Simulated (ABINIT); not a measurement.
PtSe2 (Sudovikovite):

```
CELL_PARAMETERS angstrom
3.72400 0.00000 0.00000
-1.86200 3.22508 0.00000
0.00000 0.00000 5.06200
ATOMIC_POSITIONS crystal
Pt 0.00000 0.00000 0.00000
Se 0.66667 0.33333 0.75000
Se 0.33333 0.66667 0.25000
```

Base run:

| Item | Value |
| --- | --- |
| Program | ABINIT 10.8.3 (patched build) |
| Functional | PBE |
| Potentials or basis | PseudoDojo NC SR PBE v0.5 standard |
| Cutoff | 1170 eV |
| k mesh | 6 × 6 × 4 |
| Occupations | fermi-dirac, width 0.05 eV |
| Spin | no spin polarisation |

Its results: band gap on the k mesh none (metal or under the smearing width); pressure 7.3 GPa; largest force 0.575 eV/Å.

Question: The run is repeated on the same cell with these changes: potentials or basis from PseudoDojo NC SR PBE v0.5 standard to JTH PAW PBE v2.0; cutoff from 1170 eV to 435 eV; valence electrons from 50 to 22. What comes out?

Answer: Band gap on the k mesh none (metal or under the smearing width); pressure 7.9 GPa; largest force 0.679 eV/Å.

Caveats: spin-orbit coupling is left out, which moves the levels of the heavy elements; the atomic spheres overlap (some runs).
